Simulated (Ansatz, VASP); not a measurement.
# AlN: VASP beside Ansatz

```
Al N
1.0
     3.47920    0.00000    0.00000
    -1.73960    3.01308    0.00000
     0.00000    0.00000    3.93630
Al N
2 2
Direct
  0.33333 0.66667 0.75000
  0.66667 0.33333 0.25000
  0.33333 0.66667 0.25000
  0.66667 0.33333 0.75000
```

Alike in both runs: task single point; functional PBE; k mesh 9 × 9 × 6; occupations gaussian, width 0.05 eV; no spin polarisation.

|  | VASP | Ansatz |
| --- | --- | --- |
| version | VASP 6.6.1 | Ansatz 0.2.0 |
| potentials or method | VASP PAW PBE potentials, release 64 (Al, N) | scalar-relativistic, plane waves, PAW |
| plane-wave cutoff (eV) | 520 | 520 |
| valence electrons in the cell | 16 | 16 |

VASP gave:

| Property | Result |
| --- | --- |
| gap on the k mesh at the Fermi level (eV) | 3.38 |
| least direct gap on the mesh (eV) | 3.38 |
| pressure (GPa) | -5.7 |
| largest component of the traceless stress (GPa) | 13.24 |

Which values does Ansatz return?

gap on the k mesh at the Fermi level (eV): 3.38; least direct gap on the mesh (eV): 3.38; pressure (GPa): -5.6; largest component of the traceless stress (GPa): 13.11.

PBE gaps usually lie below the measured ones, often by a third to a half.
